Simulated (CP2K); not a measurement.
Ta:

```
Ta
1.0
     2.86010    0.00000    0.00000
    -0.95337    2.69653    0.00000
    -0.95337   -1.34826    2.33526
Ta
1
Direct
  0.00000 0.00000 0.00000
```

Base run:

- Program: CP2K 2026.2
- Functional: PBEsol
- Potentials or basis: POTENTIAL_UZH Ta GTH-PBE-q13; TZVP-MOLOPT-PBE-GTH basis
- Density cutoff: 6123 eV
- k mesh: 11 × 11 × 11
- Occupations: fermi-dirac, width 0.0259 eV
- Spin: no spin polarisation

Its results: band gap on the k mesh none (metal or under the smearing width); pressure -4.3 GPa.

Task: The run is repeated on the same cell with these changes: functional from PBEsol to PBE; ngrids from 4 to 5. What comes out?

Result: Band gap on the k mesh none (metal or under the smearing width); pressure 1.2 GPa.

Caveats: the basis of atomic orbitals isn't converged, which shifts pressures, moduli and gaps; the potentials were made for another functional, which shifts forces and pressure (some runs).

Not every run made on this cell is shown here.
